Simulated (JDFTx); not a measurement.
Runs of JDFTx 1.7.0 (patched build) on Ca. It takes space group Fm-3m (No. 225, cubic). The conventional cell has a = 5.588 Å, b = 5.588 Å, c = 5.588 Å, α = 90.00°, β = 90.00°, γ = 90.00°. Ca (site symmetry m-3m) has 12 Ca at 3.95 Å as nearest neighbours. 

```csv
task,level,potentials or basis,cell,k mesh,cutoff (eV),further solve for the empty bands,mesh quality,gap on the mesh (eV),pressure (GPa),V0 of scaled cells (Å³/atom),relaxed volume (Å³/atom),B0 (GPa)
relaxation of cell and atoms,AM05,SG15-PBE-1.2 with smoothed tails,relaxed,4 × 4 × 4,1088,no,coarse,none,0.0,-,(a),-
relaxation of cell and atoms,SCAN,SG15-PBE-1.2 with smoothed tails,relaxed,4 × 4 × 4,1088,no,coarse,none,0.0,-,42.73,-
equation of state,r2SCAN,SG15-PBE-1.2 with smoothed tails,as given,8 × 8 × 8,1088,-,not flagged,-,-,43.31,-,18
relaxation of cell and atoms,r2SCAN,SG15-PBE-1.2 with smoothed tails,relaxed,4 × 4 × 4,1088,no,coarse,none,0.0,-,43.23,-
relaxation of cell and atoms,BLYP,SG15-PBE-1.2 with smoothed tails,relaxed,4 × 4 × 4,1088,no,coarse,none,0.0,-,(b),-
relaxation of cell and atoms,TPSS,SG15-PBE-1.2 with smoothed tails,relaxed,4 × 4 × 4,1088,no,coarse,none,0.0,-,42.76,-
relaxation of cell and atoms,PBEsol,SG15-PBE-1.2 with smoothed tails,relaxed,4 × 4 × 4,1088,no,coarse,none,0.0,-,(c),-
equation of state,RPBE,PseudoDojo-SR-PBE-0.5-standard with smoothed tails,as given,8 × 8 × 8,925,-,not flagged,-,-,44.42,-,16
relaxation of cell and atoms,LDA,SG15-PBE-1.2 with smoothed tails,relaxed,4 × 4 × 4,1088,no,coarse,none,0.0,-,(d),-
relaxation of cell and atoms,revPBE,SG15-PBE-1.2 with smoothed tails,relaxed,4 × 4 × 4,1088,no,coarse,none,0.0,-,44.04,-
relaxation of cell and atoms,RPBE,SG15-PBE-1.2 with smoothed tails,relaxed,4 × 4 × 4,1088,no,coarse,none,0.0,-,44.48,-
```

Alike in all rows: no spin polarisation; smearing fermi-dirac 0.05 eV.

Fill in the values left out.

(a) 41.84; (b) 43.06; (c) 41.16; (d) 39.07.

Caveats: some runs use coarse meshes; the potentials were made for another functional, which shifts forces and pressure; the plane waves are those of the starting cell, so after so large a change of volume the result is rough (some runs).

A gap of «none» marks a metal or a gap under the smearing width.

Runs at the PBE level aren't shown here.
